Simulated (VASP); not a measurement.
# CoO (Fm-3m) in VASP: notebook

One crystal, CoO, is run at these levels: PBEsol+U, PBEsol; tasks: single point.

Program: VASP 6.6.1. These are calculated values, not measurements. Logs are shortened: lines on timing, memory, paths and dates and some standing lists are left out, and cuts for length are marked.

**1. Starting point**

It takes space group Fm-3m (No. 225, cubic). Conventional cell: a = 4.263 Å, b = 4.263 Å, c = 4.263 Å, α = 90.00°, β = 90.00°, γ = 90.00°. Co (site symmetry m-3m) has 6 O at 2.13 Å as nearest neighbours. O (site symmetry m-3m) has 6 Co at 2.13 Å as nearest neighbours.

**2. Single point, PBEsol+U**

File INCAR:

```
PREC = Accurate
ENCUT = 520
EDIFF = 1E-6
ISMEAR = 0
SIGMA = 0.05
LREAL = False
LASPH = True
NELM = 120
ALGO = Fast
ISIF = 2
LWAVE = False
LCHARG = False
LMAXMIX = 4
LDAU = True
LDAUTYPE = 2
LDAUL = 2 -1
LDAUU = 7 0
LDAUJ = 0 0
LDAUPRINT = 1
GGA = PS
NBANDS = 14
```

File KPOINTS:

```
regular mesh
0
Gamma
  8 8 8
```

File POSCAR:

```
CoO
1.0
    0.0000000000      2.1315016600      2.1315016600
    2.1315016600      0.0000000000      2.1315016600
    2.1315016600      2.1315016600      0.0000000000
Co O
1 1
Direct
    0.0000000000      0.0000000000      0.0000000000
    0.5000000000      0.5000000000      0.5000000000
```

Potentials or basis: VASP PAW PBE potentials, release 64 (Co, O).

Started as:

```sh
> cat potpaw_PBE.64/Co/POTCAR potpaw_PBE.64/O/POTCAR > POTCAR
> mpirun -np 1 vasp_std > vasp.out
```

OUTCAR:

```text
PREC = Accurate
   ENCUT = 520
   EDIFF = 1E-6
   ISMEAR = 0
   LREAL = False
   LASPH = True
   NELM = 120
   ISIF = 2
   GGA = PS

 ion  position               nearest neighbor table
   1  0.000  0.000  0.000-   2 2.13   2 2.13   2 2.13   2 2.13   2 2.13   2 2.13
   2  0.500  0.500  0.500-   1 2.13   1 2.13   1 2.13   1 2.13   1 2.13   1 2.13

  LATTYP: Found a face centered cubic cell.
 ALAT       =     4.2630033200

  Lattice vectors:

 A1 = (   0.0000000000,   2.1315016600,   2.1315016600)
 A2 = (   2.1315016600,   0.0000000000,   2.1315016600)
 A3 = (   2.1315016600,   2.1315016600,   0.0000000000)

Analysis of symmetry for initial positions (statically):
=====================================================================
 Subroutine PRICEL returns:
 Original cell was already a primitive cell.

 Routine SETGRP: Setting up the symmetry group for a
 face centered cubic supercell.

 Subroutine GETGRP returns: Found 48 space group operations
 (whereof 48 operations were pure point group operations)
 out of a pool of 48 trial point group operations.

The static configuration has the point symmetry O_h .

Analysis of symmetry for dynamics (positions and initial velocities):
=====================================================================
 Subroutine PRICEL returns:
 Original cell was already a primitive cell.

 Routine SETGRP: Setting up the symmetry group for a
 face centered cubic supercell.

 Subroutine GETGRP returns: Found 48 space group operations
 (whereof 48 operations were pure point group operations)
 out of a pool of 48 trial point group operations.

The dynamic configuration has the point symmetry O_h .

 Subroutine INISYM returns: Found 48 space group operations
 (whereof 48 operations are pure point group operations),
 and found     1 'primitive' translations

----------------------------------------------------------------------------------------

                                     Primitive cell

  volume of cell :      19.3681

  direct lattice vectors                    reciprocal lattice vectors
     0.000000000  2.131501660  2.131501660    -0.234576407  0.234576407  0.234576407
     2.131501660  0.000000000  2.131501660     0.234576407 -0.234576407  0.234576407
     2.131501660  2.131501660  0.000000000     0.234576407  0.234576407 -0.234576407

  length of vectors
     3.014398556  3.014398556  3.014398556     0.406298254  0.406298254  0.406298254

  position of ions in fractional coordinates (direct lattice)
     0.000000000  0.000000000  0.000000000
     0.500000000  0.500000000  0.500000000

  ion indices of the primitive-cell ions
   primitive index   ion index
                 1           1
                 2           2

----------------------------------------------------------------------------------------

 KPOINTS: regular mesh

Automatic generation of k-mesh.
 Grid dimensions read from file:
 generate k-points for:    8    8    8

 Generating k-lattice:

  Cartesian coordinates                     Fractional coordinates (reciprocal lattice)
    -0.029322051  0.029322051  0.029322051     0.125000000  0.000000000  0.000000000
     0.029322051 -0.029322051  0.029322051     0.000000000  0.125000000  0.000000000
     0.029322051  0.029322051 -0.029322051     0.000000000  0.000000000  0.125000000

  Length of vectors
     0.050787282  0.050787282  0.050787282

  Shift w.r.t. Gamma in fractional coordinates (k-lattice)
     0.000000000  0.000000000  0.000000000

 Subroutine IBZKPT returns following result:
 ===========================================

 Found     29 irreducible k-points:
[... 39 lines left out ...]
   ICHARG =      2    charge: 1-file 2-atom 10-const
   ISPIN  =      1    spin polarized calculation?
   LNONCOLLINEAR =      F non collinear calculations
   LSORBIT =      F    spin-orbit coupling
   LASPH  =      T    aspherical Exc in radial PAW
   ENCUT  =  520.0 eV  38.22 Ry    6.18 a.u.   5.60  5.60  5.60*2*pi/ulx,y,z
   NELM   =    120;   NELMIN=  2; NELMDL= -5     # of ELM steps
   EDIFF  = 0.1E-05   stopping-criterion for ELM
   LREAL  =      F    real-space projection
[... 7 lines left out ...]
   TEBEG  =    0.0;   TEEND  =   0.0 temperature during run
   PSTRESS=    0.0 pullay stress
   NELECT =      15.0000    total number of electrons
   NUPDOWN=      -1.0000    fix difference up-down
   EMIN   =  10.00;   EMAX   =-10.00  energy-range for DOS
   EFERMI =   0.00;   METHOD = LEGACY
   ISMEAR =     0;   SIGMA  =   0.05  broadening in eV -4-tet -1-fermi 0-gaus
   EFERMI_NEDOS =   21; number of points for ismear=-14 and -15
   IALGO  =     68    algorithm
   IMIX   =      4    mixing-type and parameters
     AMIX     =   0.40;   BMIX     =  1.00
     AMIX_MAG =   1.60;   BMIX_MAG =  1.00
  volume/ion in A,a.u.               =       9.68        65.35
  Fermi-wavevector in a.u.,A,eV,Ry     =   1.503406  2.841025 30.752286  2.260229
  Thomas-Fermi vector in A             =   2.614520
   LORBIT       =      0    0 simple, 1 ext, 2 COOP (PROOUT), +10 PAW based schemes
 LDA+U is selected, type is set to LDAUTYPE =  2
   angular momentum for each species LDAUL =     2   -1
   U (eV)           for each species LDAUU =   7.0  0.0
   J (eV)           for each species LDAUJ =   0.0  0.0
   GGA     = PS    functional components
   LHFCALC =     F    Hartree Fock is set to
   AEXX    =    0.0000 exact exchange contribution
   IVDW    =     0    specifies the selected vdW correction
   LEPSILON=     F    determine dielectric tensor
   LRPA    =     F    only Hartree local field effects (RPA)
 non-spin polarized calculation
 RMM-DIIS sequential band-by-band and
 Gauss-broadening in eV      SIGMA  =   0.05
  energy-cutoff  :      520.00
  volume of cell :       19.37
 maximum number of plane-waves:       544
 NGX is ok and might be reduce to    24
   NGX = 11   NGY = 11   NGZ = 11

atom =   1  type =  1  l = 2

 onsite density matrix

spin component  1

  0.9738  0.0000  0.0000  0.0000  0.0000
  0.0000  0.9738 -0.0000 -0.0000 -0.0000
  0.0000 -0.0000  0.3902 -0.0000 -0.0000
  0.0000 -0.0000 -0.0000  0.9738 -0.0000
  0.0000 -0.0000 -0.0000 -0.0000  0.3902

spin component  2

  0.9738  0.0000  0.0000  0.0000  0.0000
  0.0000  0.9738 -0.0000 -0.0000 -0.0000
  0.0000 -0.0000  0.3902 -0.0000 -0.0000
  0.0000 -0.0000 -0.0000  0.9738 -0.0000
  0.0000 -0.0000 -0.0000 -0.0000  0.3902

 occupancies and eigenvectors

  o =  0.3902  v =  0.0000 -0.0000  0.0409  0.0000  0.9992  0.0000  0.0000  0.0000  0.0000  0.0000      0.0000  0.0000  0.0000  0.0000  0.0000  0.0000  0.0000  0.0000  0.0000  0.0000
  o =  0.3902  v =  0.0000  0.0000  0.0000  0.0000  0.0000  0.0000 -0.0000  0.0409  0.0000  0.9992      0.0000  0.0000  0.0000  0.0000  0.0000  0.0000  0.0000  0.0000  0.0000  0.0000
  o =  0.3902  v =  0.0000  0.0000  0.0000  0.0000  0.0000  0.0000  0.0000 -0.9992  0.0000  0.0409      0.0000  0.0000  0.0000  0.0000  0.0000  0.0000  0.0000  0.0000  0.0000  0.0000
  o =  0.3902  v =  0.0000  0.0000 -0.9992  0.0000  0.0409  0.0000  0.0000  0.0000  0.0000  0.0000      0.0000  0.0000  0.0000  0.0000  0.0000  0.0000  0.0000  0.0000  0.0000  0.0000
  o =  0.9738  v =  0.0000  0.9872  0.0000  0.1597  0.0000  0.0000  0.0000  0.0000  0.0000  0.0000      0.0000  0.0000  0.0000  0.0000  0.0000  0.0000  0.0000  0.0000  0.0000  0.0000
  o =  0.9738  v =  0.0000  0.0000  0.0000  0.0000  0.0000  0.0000  0.9872  0.0000  0.1597  0.0000      0.0000  0.0000  0.0000  0.0000  0.0000  0.0000  0.0000  0.0000  0.0000  0.0000
  o =  0.9738  v =  0.0000 -0.1597  0.0000  0.9872 -0.0000  0.0000  0.0000  0.0000  0.0000  0.0000      0.0000  0.0000  0.0000  0.0000  0.0000  0.0000  0.0000  0.0000  0.0000  0.0000
  o =  0.9738  v =  0.0000  0.0000  0.0000  0.0000  0.0000  0.0000 -0.1597  0.0000  0.9872 -0.0000      0.0000  0.0000  0.0000  0.0000  0.0000  0.0000  0.0000  0.0000  0.0000  0.0000
  o =  0.9738  v =  1.0000  0.0000  0.0000  0.0000  0.0000  0.0000  0.0000  0.0000  0.0000  0.0000      0.0000  0.0000  0.0000  0.0000  0.0000  0.0000  0.0000  0.0000  0.0000  0.0000
  o =  0.9738  v =  0.0000  0.0000  0.0000  0.0000  0.0000  1.0000  0.0000  0.0000  0.0000  0.0000      0.0000  0.0000  0.0000  0.0000  0.0000  0.0000  0.0000  0.0000  0.0000  0.0000

 number of electron      15.0000008 magnetization

 Free energy of the ion-electron system (eV)
  ---------------------------------------------------
  ext. energy  EPLUGINS =         0.00000000
  ---------------------------------------------------
  free energy    TOTEN  =        -9.17508430 eV

  energy without entropy =       -9.17036859  energy(sigma->0) =       -9.17272644

 E-fermi :   7.9975     XC(G=0): -12.6103

 val. band max:        7.9830459882   @ k =  -0.2500   0.1250   0.0000
 cond. band min:       8.0210854643   @ k =  -0.3750   0.3750   0.1250
 fundamental gap:      0.0380394760
 Fermi energy:         7.9975409869

 k-point     1 :       0.0000    0.0000    0.0000
  band No.  band energies     occupation
      1     -12.5587      2.00000
      2       3.0302      2.00000
      3       3.0302      2.00000
      4       3.0303      2.00000
      5       4.3904      2.00000
      6       4.3904      2.00000
      7       4.3904      2.00000
      8       7.1031      2.00000
      9       7.1031      2.00000
     10       8.8478      0.00000
     11      23.9682      0.00000
     12      23.9682      0.00000
     13      23.9682      0.00000
     14      24.4471      0.00000
[... 377 lines left out ...]
      1     -11.2647      2.00000
      2      -0.1225      2.00000
      3       1.5973      2.00000
      4       2.3766      2.00000
      5       3.9716      2.00000
      6       4.1789      2.00000
      7       4.5116      2.00000
      8       8.4952      0.00000
      9       9.1181      0.00000
     10      14.9284      0.00000
     11      16.6174      0.00000
     12      18.6496      0.00000
     13      21.8726      0.00000
     14      27.6490      0.00000

 [... further k-points ...]

------------------------ aborting loop because EDIFF is reached ----------------------------------------

  FORCE on cell =-STRESS in cart. coord.  units (eV):
  Direction    XX          YY          ZZ          XY          YZ          ZX
  --------------------------------------------------------------------------------------
  -------------------------------------------------------------------------------------
  Total       -3.6168821     -3.6168821     -3.6168821     -0.0000000      0.0000000     -0.0000000
  in kB     -299.1974705   -299.1974705   -299.1974705     -0.0000000      0.0000000     -0.0000000
  external PRESSURE =    -299.1974705 kB  Pullay stress =       0.0000000 kB

 VOLUME and BASIS-vectors are now :
 -----------------------------------------------------------------------------
  energy-cutoff  :      520.00
  volume of cell :       19.37
      direct lattice vectors                 reciprocal lattice vectors
     0.000000000  2.131501660  2.131501660    -0.234576407  0.234576407  0.234576407
     2.131501660  0.000000000  2.131501660     0.234576407 -0.234576407  0.234576407
     2.131501660  2.131501660  0.000000000     0.234576407  0.234576407 -0.234576407

 POSITION                                       TOTAL-FORCE (eV/Angst)
 -----------------------------------------------------------------------------------
      0.00000      0.00000      0.00000         0.000000     -0.000000      0.000000
      2.13150      2.13150      2.13150        -0.000000      0.000000     -0.000000
 -----------------------------------------------------------------------------------
    total drift:                                0.000000     -0.000000     -0.000000

  FREE ENERGIE OF THE ION-ELECTRON SYSTEM (eV)
  ---------------------------------------------------
  free  energy   TOTEN  =        -9.1750842983 eV

  energy  without entropy=       -9.1703685900  energy(sigma->0) =       -9.17272644
```

It took 4.1 s on 1 thread of Intel Xeon 6975P-C (Granite Rapids), shared host; peak memory 0.14 GiB.

What came out:

| Quantity | Value |
| --- | --- |
| Free energy | -9.1751 eV |
| Pressure | -29.9 GPa |
| Band gap on the k mesh | none (metal or under the smearing width) |

Levels at points of the mesh, in eV from the Fermi level:
```tsv
k point	band 5	band 6	band 7	band 8	band 9	band 10	band 11	band 12
(0.00, 0.00, 0.00)	-3.61	-3.61	-3.61	-0.89	-0.89	0.85	15.97	15.97
(0.50, 0.00, 0.00)	-3.79	-3.79	-3.37	1.55	1.55	4.82	9.01	13.34
(0.50, 0.50, 0.00)	-4.78	-3.95	-3.95	-0.47	-0.04	5.98	9.46	10.00
```

Eigenvalues of the final occupation matrices:
| site | spin | trace | eigenvalues |
| --- | --- | --- | --- |
| site 1 d | 1 | 3.70 | 0.39 0.39 0.97 0.97 0.97 |
| site 1 d | 2 | 3.70 | 0.39 0.39 0.97 0.97 0.97 |

Caveat: a pressure of tens of GPa on the cell as given is suspect, and the run, the potentials or the cell itself is likely at fault; the PAW data sets were made with another functional, which shifts forces and pressure a little; an odd number of electrons without spin polarisation forces a metal; a magnetic or distorted state may lie lower; the run has no spin polarisation, though such a crystal can be magnetic; U without spin polarisation on a metal has little footing.

**3. Single point, PBEsol, collinear spin, ferromagnetic start**

File INCAR:

```
PREC = Accurate
ENCUT = 520
EDIFF = 1E-6
ISMEAR = 0
SIGMA = 0.05
LREAL = False
LASPH = True
NELM = 150
ALGO = Fast
ISIF = 2
LWAVE = False
LCHARG = True
ISPIN = 2
MAGMOM = 2 0
LORBIT = 11
LMAXMIX = 4
GGA = PS
LELF = True
LVHAR = True
NBANDS = 18
```

KPOINTS is that of step 2.

POSCAR is that of step 2.

Potentials or basis: VASP PAW PBE potentials, release 64 (Co, O).

Started as:

```sh
> cat potpaw_PBE.64/Co/POTCAR potpaw_PBE.64/O/POTCAR > POTCAR
> mpirun -np 1 vasp_std > vasp.out
```

It took 10 s on 1 thread of Intel Xeon 6975P-C (Granite Rapids), shared host; peak memory 0.15 GiB.

Results (log left out):

- Free energy: -13.9446 eV
- Pressure: -11.5 GPa
- Band gap on the k mesh: none (metal or under the smearing width)
- Net moment: 2.91 μB per cell
- Site moments: Co +2.54; O +0.31 μB
- Valence electrons inside the program's atomic spheres: Co 7.80; O 4.95

Levels at points of the mesh, in eV from the Fermi level:
Spin up:
| k point | band 5 | band 6 | band 7 | band 8 | band 9 | band 10 | band 11 | band 12 | band 13 | band 14 |
| --- | --- | --- | --- | --- | --- | --- | --- | --- | --- | --- |
| (0.00, 0.00, 0.00) | -3.22 | -3.22 | -3.13 | -3.13 | -3.13 | 0.83 | 16.56 | 17.90 | 17.90 | 17.90 |
| (0.50, 0.00, 0.00) | -2.39 | -2.39 | -1.85 | 0.07 | 0.07 | 4.85 | 9.16 | 13.21 | 13.21 | 20.21 |
| (0.50, 0.50, 0.00) | -3.99 | -2.91 | -2.41 | -2.11 | -2.11 | 5.67 | 9.61 | 11.45 | 15.52 | 15.52 |
Spin down:
| k point | band 4 | band 5 | band 6 | band 7 | band 8 | band 9 |
| --- | --- | --- | --- | --- | --- | --- |
| (0.00, 0.00, 0.00) | -2.62 | -1.10 | -1.10 | -1.10 | -0.14 | -0.14 |
| (0.50, 0.00, 0.00) | -4.72 | -0.12 | -0.12 | 0.19 | 2.54 | 2.54 |
| (0.50, 0.50, 0.00) | -3.89 | -2.25 | 0.15 | 0.15 | 0.33 | 0.80 |

Caveat: the PAW data sets were made with another functional, which shifts forces and pressure a little; a cell with one magnetic atom can't hold antiferromagnetic order, which such compounds often take; semilocal functionals often make such compounds metallic where correlation or magnetic order opens a gap, which also shifts bond lengths.
